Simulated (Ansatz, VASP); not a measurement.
**One calculation of C, two programs**

```
CELL_PARAMETERS angstrom
2.38820 0.00000 0.00000
-1.19410 2.06824 0.00000
0.00000 0.00000 12.42911
ATOMIC_POSITIONS crystal
C 0.00000 0.00000 0.18686
C 0.00000 0.00000 0.68686
C 0.00000 0.00000 0.31314
C 0.00000 0.00000 0.81314
C 0.33333 0.66667 0.52077
C 0.66667 0.33333 0.02077
C 0.33333 0.66667 0.97923
C 0.66667 0.33333 0.47923
C 0.33333 0.66667 0.64510
C 0.66667 0.33333 0.14510
C 0.33333 0.66667 0.85490
C 0.66667 0.33333 0.35490
```

Alike in both runs: task single point; functional PBE; k mesh 12 × 12 × 2; occupations gaussian, width 0.05 eV; no spin polarisation.

|  | VASP | Ansatz |
| --- | --- | --- |
| version | VASP 6.6.1 | Ansatz 0.2.0 |
| potentials or method | VASP PAW PBE potentials, release 64 (C) | scalar-relativistic, plane waves, PAW |
| plane-wave cutoff (eV) | 520 | 520 |
| valence electrons in the cell | 48 | 48 |

|  | VASP | Ansatz | Ansatz less VASP |
| --- | --- | --- | --- |
| gap on the k mesh at the Fermi level (eV) | 4.32 | 4.32 | +0.005 |
| least direct gap on the mesh (eV) | 4.32 | 4.32 | +0.005 |
| rms of the force components (eV/Å) | 0.234 | 0.222 | -0.0118 |

Atom by atom the forces differ by 0.012 eV/Å (rms over components). With one functional, cell and mesh, what is left measures potentials, basis and numerics.
